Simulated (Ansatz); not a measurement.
Diamond Sn: a single-point calculation in the plane-wave code Ansatz (PBE). The cell was relaxed with r2SCAN and then strained (uniaxial +0.56 % along z, other directions held), with the atoms relaxed again with r2SCAN; k points keep the names of the unstrained zone.

```yaml
crystal:
  lattice:
    - [0.0, 3.2844597792, 3.3028527539]
    - [3.2844597792, 0.0, 3.3028527539]
    - [3.2844597792, 3.2844597792, 0.0]
  atoms:
    - { symbol: Sn, position: [0.0, 0.0, 0.0] }
    - { symbol: Sn, position: [0.25, 0.25, 0.25] }
kpoints:
  mp_grid: { grid: [6, 6, 6] }
  band_path:
    path:
      - [0.0, 0.0, 0.0]
      - [0.5, 0.0, 0.5]
      - [0.625, 0.25, 0.625]
      - [0.375, 0.375, 0.75]
      - [0.5, 0.5, 0.5]
      - [0.5, 0.25, 0.75]
    npoints: 1
hamiltonian:
  xc: pbe
scf:
  occupations: { method: fermi_dirac, width: 0.02 }
  n_extra_bands: 4
output:
  forces: true
  stress: true
  eigenvalues: true
```

The output follows, shortened, with numbered blanks.
```
Pseudopotential: Sn, paw, valence charge 14, recommended cutoff 420 eV (normal)
Functional definition: PBE
Crystal: 2 atoms, lattice volume = 71.260 Å³
[1]
Bands: 18, of which v1, the nominal top of the filled ones, is band 14 counted from 1 (13 counted from 0)
Symmetry: 16 space group operations
Space group: I41/amd (ITA 141)
k-points: 30 of 216
Free energy (F): -12048.382254 eV
Internal energy: -12048.381735 eV  (E = F + TS)
E sigma→0 (E₀):  -12048.381995 eV
Entropy (-TS):   -0.000518 eV (-0.259 meV/atom)
[2]
--- Per-component energies (eV) ---
  E_band       = -260.207898
  E_kinetic    = 373.957592
  E_local      = -2353.498524
  E_nonlocal   = -64.009416
  E_hartree    = 1344.785990
  E_xc         = -763.760621
  E_vxc        = -190.586347
  E_paw        = -8275.716916
  E_vpaw       = -715.643203
  E_ewald      = -2310.139839
  E_smearing   = -0.000518
--- Stress (GPa, compression-positive) ---
[3]
--- Band table (eV; the first three rows and the last of 30) ---
[4]
```

The rows of the band table are 0: (0, 0, 0) = Γ, 1: (0, 0, 1/6), 2: (0, 0, 1/3), 29: (-1/2, -1/2, 0) = X.

Question: What stood in the gaps? They hold the Fermi energy and the band table, the stress, cutoff and plane waves at Γ.

Answer:
```
[1]
Basis set: ecut = 420 eV, 1411 PW (Γ)
[2]
Fermi energy:    7.227933 eV
[3]
        1.412339       0.000000       0.000000
        0.000000       1.412339       0.000000
        0.000000       0.000000       1.234532
  P = ⅓ Tr σ = 1.3531 GPa (13.531 kbar)
[4]
  k-point 0: bands = […, -13.9569, -13.9553, -3.0166, 6.3906, 7.3745, 7.4107, 7.4107, 9.4575, 9.4575, 9.4801]
  k-point 1: bands = […, -13.9316, -13.9307, -2.7615, 4.4689, 6.9683, 6.9958, 7.7694, 9.9988, 10.0069, 10.5558]
  k-point 2: bands = […, -13.9167, -13.9148, -2.0638, 2.2828, 6.4374, 6.4721, 7.3962, 10.4859, 10.4992, 12.8122]
  k-point 29: bands = […, -13.8916, -13.8916, -0.0711, -0.0711, 5.0038, 5.0038, 8.2038, 8.2038, 14.7678, 14.7678]
```
Only the leading digits can be foreseen; the rest is this run's record.

With PBE the bands overlap by 0.18 eV (counted from 1, band 14 peaks at Γ and band 15 bottoms out at L): no gap. The gap is the least over the mesh and the extra points. At this geometry PBE finds +1.35 GPa, compression counted positive: its own equilibrium volume is larger.

The values are computed, spin-unpolarised, and not measurements.

Spin-orbit coupling is left out, which matters wherever the heavy atoms make up the band edges.

Where bands overlap, v1 and c1 are numbered by the electron count and aren't everywhere filled or empty.

Overlapping bands make a metal at that level, for which these meshes are coarse; small forces, stresses and energy differences are uncertain. A small overlap in a semilocal functional can be an artefact that a hybrid or GW lifts.
